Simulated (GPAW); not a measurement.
# BN (F-43m) in GPAW: single point with PBE

Aim: the single point of BN with PBE.

All numbers are computed with GPAW 26.7.0; they aren't measurements. Logs are shortened: lines on timing, memory, paths and dates and some standing lists are left out, and cuts for length are marked. The log counts tension as positive stress, the text compression.

**Measured values to compare with.**

A printed reference work, monograph reports, for a bulk crystal of BN at 300 K: band gap 6.4 eV (indirect).

The runs below are set against these values where they give the same quantity.

### 1 The structure

It takes space group F-43m (No. 216, cubic). The conventional cell has a = 3.626 Å, b = 3.626 Å, c = 3.626 Å, α = 90.00°, β = 90.00°, γ = 90.00°. Around N (site symmetry -43m) lie 4 B at 1.57 Å. B (site symmetry -43m) has 4 N at 1.57 Å as nearest neighbours.

The cell is a database's computed one.

### 2 Single point, PBE

Contents of run.py:

```python
from ase import Atoms
from ase.dft.bandgap import bandgap
from ase.io import write
from ase.units import GPa
from gpaw import GPAW, PW

atoms = Atoms(['N', 'B'],
              cell=[[0.0, 1.813001, 1.813001],
                    [1.813001, 0.0, 1.813001],
                    [1.813001, 1.813001, 0.0]],
              scaled_positions=[[0.25, 0.25, 0.25],
                                [0.0, 0.0, 0.0]],
              pbc=True)

calc = GPAW(mode=PW(600),
            xc='PBE',
            kpts={'size': (10, 10, 10), 'gamma': True},
            occupations={'name': 'fermi-dirac', 'width': 0.05},
            nbands=11,
            maxiter=120,
            txt='gpaw.txt')
atoms.calc = calc
energy = atoms.get_potential_energy()
forces = atoms.get_forces()
stress = atoms.get_stress()
calc.write('gs.gpw')
write('result.traj', atoms)
print(f'Energy: {energy:.6f} eV')
print('Forces (eV/A):')
print(forces.round(4))
print('Stress (GPa):', (stress / GPa).round(3))
print('Fermi level:', round(calc.get_fermi_level(), 4), 'eV')
print(f'Gap: {bandgap(calc)[0]:.4f} eV, direct: {bandgap(calc, direct=True)[0]:.4f} eV')
```

Potentials or basis: GPAW PAW data sets (gpaw-data 1.2.1), pw.

Command:

```
OMP_NUM_THREADS=1 python run.py
```

gpaw.txt:

```text
__  _  _
 | _ |_)|_||  |
 |__||  | ||/\| - 26.7.0

Input parameters:
  mode=PW(ecut=600.0),
  kpts=MonkhorstPack(size=(10, 10, 10), gamma=True),
  maxiter=120,
  nbands=11,
  occupations=Occupations(name='fermi-dirac', width=0.05),
  xc=XC(name='PBE')

Diagonalizing LCAO Hamiltonian
Converting LCAO to pw mode

          N
       B

Atoms  # Å, Bohr magnetons
|   | symbol |        x |        y |        z |    initial magnetic moments |
|---|--------|----------|----------|----------|-----------------------------|
| 0 |      N | 0.906501 | 0.906501 | 0.906501 | ( 0.0000,  0.0000,  0.0000) |
| 1 |      B | 0.000000 | 0.000000 | 0.000000 | ( 0.0000,  0.0000,  0.0000) |

Unit cell  # Å
| periodic |        x |        y |        z |  lengths |    angles |
|----------|----------|----------|----------|----------|-----------|
|      yes | 0.000000 | 1.813001 | 1.813001 | 2.563971 | 60.000000 |
|      yes | 1.813001 | 0.000000 | 1.813001 | 2.563971 | 60.000000 |
|      yes | 1.813001 | 1.813001 | 0.000000 | 2.563971 | 60.000000 |

Number of symmetries: 24
Symmetry operations  # r_c * U_cc + t_c -> r_c
|    | kind |            matrix            |
|----|------|------------------------------|
|  0 |  E   |  1, 0, 0,  0, 1, 0,  0, 0, 1 |
|  1 |  σ   |  1, 0, 0,  0, 0, 1,  0, 1, 0 |
|  2 |  σ   |  1, 0,-1,  0, 1,-1,  0, 0,-1 |
|  3 |  C3  |  1, 0,-1,  0, 0,-1,  0, 1,-1 |
|  4 |  C3  |  1,-1, 0,  0,-1, 1,  0,-1, 0 |
|  5 |  σ   |  1,-1, 0,  0,-1, 0,  0,-1, 1 |
|  6 |  σ   |  0, 1, 0,  1, 0, 0,  0, 0, 1 |
|  7 |  C3  |  0, 1, 0,  0, 0, 1,  1, 0, 0 |
|  8 |  C2  |  0, 1,-1,  1, 0,-1,  0, 0,-1 |
|  9 |  S4  |  0, 1,-1,  0, 0,-1,  1, 0,-1 |
| 10 |  C3  |  0, 0, 1,  1, 0, 0,  0, 1, 0 |
| 11 |  σ   |  0, 0, 1,  0, 1, 0,  1, 0, 0 |
| 12 |  S4  |  0, 0,-1,  1, 0,-1,  0, 1,-1 |
| 13 |  C3  |  0, 0,-1,  0, 1,-1,  1, 0,-1 |
| 14 |  S4  |  0,-1, 1,  1,-1, 0,  0,-1, 0 |
| 15 |  C2  |  0,-1, 1,  0,-1, 0,  1,-1, 0 |
| 16 |  C3  |  0,-1, 0,  1,-1, 0,  0,-1, 1 |
| 17 |  S4  |  0,-1, 0,  0,-1, 1,  1,-1, 0 |
| 18 |  S4  | -1, 1, 0, -1, 0, 1, -1, 0, 0 |
| 19 |  C3  | -1, 1, 0, -1, 0, 0, -1, 0, 1 |
| 20 |  C3  | -1, 0, 1, -1, 1, 0, -1, 0, 0 |
| 21 |  S4  | -1, 0, 1, -1, 0, 0, -1, 1, 0 |
| 22 |  σ   | -1, 0, 0, -1, 1, 0, -1, 0, 1 |
| 23 |  C2  | -1, 0, 0, -1, 0, 1, -1, 1, 0 |

BZ-sampling:
  Number of BZ points: 1000
  Number of IBZ points: 47

  Monkhorst-Pack size: [10, 10, 10]
  Monkhorst-Pack shift: [0.05, 0.05, 0.05]

K-points  # in reciprocal-cell coordinates
|     |                                coordinates |     weight |
|-----|--------------------------------------------|------------|
|   0 | (  0.00000000,   0.00000000,   0.00000000) | 0.00100000 |
|   1 | (  0.10000000,   0.10000000,   0.00000000) | 0.00600000 |
|   2 | (  0.10000000,   0.10000000,   0.10000000) | 0.00800000 |
|   3 | (  0.20000000,   0.10000000,   0.10000000) | 0.01200000 |
|   4 | (  0.20000000,   0.20000000,   0.00000000) | 0.00600000 |
|   5 | (  0.20000000,   0.20000000,   0.10000000) | 0.02400000 |
|   6 | (  0.20000000,   0.20000000,   0.20000000) | 0.00800000 |
|   7 | (  0.30000000,   0.20000000,   0.10000000) | 0.02400000 |
|   8 | (  0.30000000,   0.20000000,   0.20000000) | 0.02400000 |
|   9 | (  0.30000000,   0.30000000,   0.00000000) | 0.00600000 |
| ... |                                            |            |
|  46 | (  0.50000000,   0.50000000,   0.50000000) | 0.00400000 |

Plane wave coefficients: 411
Cutoff: 600.0 eV

Spin-components: 1 (collinear spins)
Bands:           11
Projectors:      10
Spin-degeneracy: 2
Datatype:        complex128

Parallelization:
  kpt:    1
  domain: 1
  band:   1

Density:
  Valence electrons: 8.0
  Components: 1
  Grid points: [15 15 15]
  Charge: 0.0  # |e|

Potential:
  Grid points: [15 15 15]

species:
  N:
    name:    Nitrogen
    Z:       7.0
    valence: 5
    core:    2
    charge:  0.0  # [|e|]
    compensation charges:
      type: gauss
      rc: 0.18  # [Å]
      lmax: 2
    cutoffs:
      filter: 1.11  # [Å]
      core: 0.96  # [Å]
    projectors
    | kind |    occ | energy [eV] | rcut [Å] |
    |------|--------|-------------|----------|
    |   2s |  2.000 |     -18.583 |    0.603 |
    |   2p |  3.000 |      -7.089 |    0.529 |
    |    s |        |       8.629 |    0.603 |
    |    p |        |      20.123 |    0.529 |
    |    d |        |       0.000 |    0.577 |

    Using partial waves for N as LCAO basis

  B:
    name:    Boron
    Z:       5.0
    valence: 3
    core:    2
    charge:  0.0  # [|e|]
    compensation charges:
      type: gauss
      rc: 0.20  # [Å]
      lmax: 2
    cutoffs:
      filter: 1.14  # [Å]
      core: 1.38  # [Å]
    projectors
    | kind |    occ | energy [eV] | rcut [Å] |
    |------|--------|-------------|----------|
    |   2s |  2.000 |      -9.443 |    0.635 |
    |   2p |  1.000 |      -3.606 |    0.635 |
    |    s |        |      17.768 |    0.635 |
    |    p |        |      23.605 |    0.635 |
    |    d |        |       0.000 |    0.635 |

    Using partial waves for B as LCAO basis

Reference energy: -2151.211071  # eV

eigensolver:
  PPCG
  Converge bands: occupied
  niter=2

density mixing:
  MSR1-Mixer
  Pratt-step length: 0.05
  Maximum mixing coefficient: 0.75
  Old densities: 10
  SVD Regularization: 0.005
  Good broyden scale: 1.0
  Trust region scale: 1.0
  Backstep threshold: 4.0
  History deletion threshold: 6.0
  Fourier metric: weight=20.0, sigma=0.015

occupation numbers:
  Fermi-Dirac:
    width: 0.0500  # eV

poisson solver:
  ecut: 4800.0  # eV

xc functional:
  name: PBE with 2 nearest neighbor stencil

convergence criteria:
- Maximum [total energy] change in last 3 cyles: 0.0005 eV / valence electron
- Maximum integral of absolute [dens]ity change: 0.0001 electrons / valence electron
- Maximum integral of absolute [eigenst]ate change: 4e-08 eV^2 / valence electron
maximum number of iterations: 120

SCF iterations
|iter     | |      energy | eigst |  dens |
|---------|-|-------------|-------|-------|
|iter:   1| |  -18.114678 | +0.06 |       |
|iter:   2| |  -17.949524 | -2.14 | -0.75 |
|iter:   3| |  -17.329988 | -1.41 | -0.79 |
|iter:   4| |  -17.322454 | -3.00 | -1.38 |
|iter:   5| |  -17.322092 | -3.51 | -1.83 |
|iter:   6| |  -17.322154c| -5.49 | -2.59 |
|iter:   7| |  -17.322154c| -7.16 | -3.56 |
|iter:   8| |  -17.322154c| -8.93c| -4.30c|

Converged in 8 steps
Energy contributions relative to reference atoms: (reference = -2151.211071)

Energy contributions:
  Kinetic:          14.594008
  Coulomb:         -13.804903
  Zero:              0.000182
  External:          0.000000
  Xc:              -18.111440
  Entropy:          -0.000000
  Spinorbit:         0.000000
  ----------------------------
  Free energy:     -17.322154
  Extrapolated:    -17.322154

dipole moment: (-7.320909, -7.320909, -7.320909)  # |e|*Ang

Fermi level: 12.171
Eigenvalues  # (at kpt = [0.000, 0.000, 0.000])
| band index |      eig [eV] | occ [0-2] |
|------------|---------------|-----------|
|          0 |       -10.185 |     2.000 |
|          1 |         9.961 |     2.000 |
|          2 |         9.961 |     2.000 |
|          3 |         9.961 |     2.000 |
|          4 |        18.744 |     0.000 |
|          5 |        18.744 |     0.000 |
|          6 |        18.744 |     0.000 |
|          7 |        20.144 |     0.000 |
|          8 |        34.548 |     0.000 |
|          9 |        37.788 |     0.000 |
|         10 |        37.986 |     0.000 |

Gap: 4.445 eV
Transition (v -> c):
  (s=0, k=0, n=3, [0.00, 0.00, 0.00]) -> (s=0, k=41, n=4, [0.50, 0.50, 0.00])
Direct/indirect transitions are different
Direct gap: 8.782 eV
Transition at: (s=0, k=0, n=3, [0.00, 0.00, 0.00])

Forces  # eV/Ang
|       x |        y |        z |
|---------|----------|----------|
| 0.00000 | -0.00000 | -0.00000 |  # N    0
| 0.00000 | -0.00000 | -0.00000 |  # B    1

Stress tensor  # eV/Ang^3
|        x |        y |        z |
|----------|----------|----------|
| 0.078464 | 0.000000 | 0.000000 |
| 0.000000 | 0.078464 | 0.000000 |
| 0.000000 | 0.000000 | 0.078464 |

# Writing to gs.gpw (mode='')
```

Wall time 6 s (1 thread of Arm Neoverse V1, shared host); peak memory 0.12 GiB.

What came out:

| Item | Value |
| --- | --- |
| Free energy | -17.3222 eV |
| Pressure | -12.6 GPa |
| Band gap on the k mesh | 4.44 eV, indirect (least direct gap 8.78 eV) |

Levels at points of the mesh, in eV from the valence-band top:
```
           k point  band 2  band 3  band 4  band 5  band 6  band 7
(0.00, 0.00, 0.00)    0.00    0.00    0.00    8.78    8.78    8.78
(0.50, 0.50, 0.00)   -8.86   -4.86   -4.86    4.44    9.18   17.82
(0.50, 0.50, 0.50)  -10.61   -1.91   -1.91   10.02   10.67   10.67
```

Caveat: the cutoff is short for stress and forces, so pressures can be off by a GPa or more.

### 3 Comparison with measurements

Step 2. Measured gap of BN: 6.4 eV (indirect; 300 K; a printed reference work, monograph). This calculation gives 4.44 eV (-1.96 eV). The value is that of PBE on a finite k mesh, which can miss the band edges, without temperature or zero-point motion. Semilocal functionals fall short of measured gaps as a rule. The cell is a database's relaxed one, not the measured one, which moves gaps too.
